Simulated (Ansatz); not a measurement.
The cell is COD entry 9011965, as deposited and not checked against the literature; nothing was relaxed. The listed cell was then made from it by scaling, straining or moving an atom.

An input for Bi2Se3: DFT, PBE, all-electron PAW with datasets made for the crystal, scalar-relativistic (Ansatz 0.2.0).

Command: `ansatz run input.yaml --threads 2 --pin off --max-ram 6144MiB --backend cpu --events-out ev --progress --plain --runs-dir out` The run took 6.8 s on 2 threads of Intel(R) Xeon(R) 6975P-C (Granite Rapids), on a shared host, peak memory 0.77 GiB.

```yaml
crystal:
  lattice:
    - [2.057596198, 1.1879537188, 9.4812654522]
    - [-2.057596198, 1.1879537188, 9.4812654522]
    - [0.0, -2.3759074377, 9.4812654522]
  atoms:
    - { symbol: Bi, position: [0.4008, 0.4008, 0.4008] }
    - { symbol: Bi, position: [0.5992, 0.5992, 0.5992] }
    - { symbol: Se, position: [0.0, 0.0, 0.0] }
    - { symbol: Se, position: [0.2117, 0.2117, 0.2117] }
    - { symbol: Se, position: [0.7883, 0.7883, 0.7883] }
kpoints:
  mp_grid: { grid: [6, 6, 6] }
scf:
  occupations: { method: fermi_dirac, width: 0.03 }
hamiltonian:
  xc: pbe
  pseudopotentials: { kind: all_electron, datasets: crystal }
output:
  forces: true
  stress: true
  eigenvalues: true
  efg: { contact_densities: true }
```

The results part of the log:

```
SCF 1 converged in 9 iterations: F = -1369790.773295 eV  dr2 = 2.79e-8
  Residual-converged pass: ⟨swp⟩=4.4  Hψ=2476  notcnv=0  max |occ|·‖R‖ = 5.9e-6 eV (tolerance 6.7e-6 eV)  dr2=2.88e-8  dr2_onsite=1.40e-8  max |Δocc| = 4.2e-11
  greatest PAW one-centre occupation: 0.987 electrons in one spin orbital (limit 2), on the Bi atom at site 1 (counted from 0), in its partial waves of l = 2
SCF converged after 9 iterations
Free energy (F): -1369790.773295 eV
Harris-Foulkes:  -1369790.773295 eV  (|F-HF|=2.42e-8)
Internal energy: -1369790.773215 eV  (E = F + TS)
E sigma→0 (E₀):  -1369790.773255 eV
Entropy (-TS):   -0.000080 eV (-0.016 meV/atom)
Past the cutoff: the bands carry plane waves up to 1.75 times it, of which those up to 1.5 times it add -0.000334 eV an atom, each by itself; the spheres take 0.000499 eV an atom off the energy for waves past 1.75 times it
By the cutoff:   a pressure is off by up to 0.008 GPa (1.2 times the spheres' own share and the shells' term, over an atom's volume, and 0.004 GPa: a bound that held against runs at twice the plane waves)
Past the cutoffs: a stress includes 0.0024 GPa for waves and charges beyond them, in addition to the slope of what the spheres take
In the spheres:  the bands' charges fall short by 7.3e-7 e at most (sound up to 1e-3), those of shells solved beside the bands by 1.7e-8 e (sound up to 5e-4)
Fermi energy:    11.672860 eV
--- Per-component energies (eV) ---
  The terms above E_closure are by the made datasets' own strengths, without shells solved beside the bands.
--- Forces (eV/Å), atoms counted from 1 ---
  atom   1  Bi     0.00000000     0.00000000    -0.24523379
  atom   2  Bi     0.00000000    -0.00000000     0.24523379
  atom   3  Se    -0.00000000    -0.00000000    -0.00000000
  atom   4  Se     0.00000000     0.00000000    -0.33979787
  atom   5  Se     0.00000000    -0.00000000     0.33979787
  max |Σ_I F_I| component: 5.55e-17 eV/Å
--- Stress (GPa, compression-positive) ---
        3.954306       0.000000       0.000000
        0.000000       3.954306      -0.000000
        0.000000      -0.000000       3.974757
  P = ⅓ Tr σ = 3.9611 GPa (39.611 kbar)
  It holds what live shells' own plane waves past their cutoff add
--- PAW observables at the nuclei: V_zz in 10²¹ V/m², potentials from the cell's mean, atoms counted from 1 ---
  atom   1  Bi V_zz =    +0.192022   η = 0.0000   by run symmetry: allowed
            electrostatic potential = -17828.497764 V   contact ρ = 17894188.327480 e/Å³
  atom   2  Bi V_zz =    +0.192022   η = 0.0000   by run symmetry: allowed
            electrostatic potential = -17828.497764 V   contact ρ = 17894188.327480 e/Å³
  atom   3  Se V_zz =    +7.717755   η = 0.0000   by run symmetry: allowed
            electrostatic potential = -4712.614846 V   contact ρ = 262957.346125 e/Å³
  atom   4  Se V_zz =    -1.650818   η = 0.0000   by run symmetry: allowed
            electrostatic potential = -4712.465758 V   contact ρ = 262964.342475 e/Å³
  atom   5  Se V_zz =    -1.650818   η = 0.0000   by run symmetry: allowed
            electrostatic potential = -4712.465758 V   contact ρ = 262964.342475 e/Å³
--- Band table (eV; the first three rows and the last of 32) ---
  k-point 0: bands = ["-11.5997", "-11.5997", "-11.5976", "-11.5976", "-11.5859", "-11.5832", "-11.5750", "-11.5750", "-11.5720", "-11.5720", "-3.0470", "-2.2928", "-1.3995", "2.0251", "2.8258", "9.3160", "9.4051", "9.6175", "9.6175", "9.6264", "9.6264", "10.2943", "10.2943", "11.5704", "11.7754", "12.9460"]
  k-point 1: bands = ["-11.6043", "-11.6014", "-11.5932", "-11.5912", "-11.5824", "-11.5796", "-11.5778", "-11.5755", "-11.5749", "-11.5717", "-2.7888", "-2.0744", "-1.2480", "1.8497", "2.5317", "8.1041", "8.2047", "8.8150", "8.9310", "9.5339", "10.1912", "10.2356", "10.4368", "10.8681", "12.9246", "13.3502"]
  k-point 2: bands = ["-11.6157", "-11.6109", "-11.5874", "-11.5855", "-11.5826", "-11.5822", "-11.5707", "-11.5703", "-11.5681", "-11.5672", "-2.0640", "-1.5364", "-0.9344", "1.1940", "1.7884", "6.5957", "7.7026", "8.0866", "8.3502", "8.7538", "9.0934", "10.0401", "10.2743", "10.9928", "12.5847", "13.6412"]
  k-point 31: bands = ["-11.5997", "-11.5997", "-11.5976", "-11.5976", "-11.5857", "-11.5834", "-11.5751", "-11.5751", "-11.5719", "-11.5719", "-2.8825", "-2.6395", "-1.0932", "1.5537", "3.2357", "8.7755", "9.5013", "9.5013", "9.8730", "9.8730", "10.0144", "10.1181", "10.1181", "11.1073", "12.1835", "13.2645"]
```
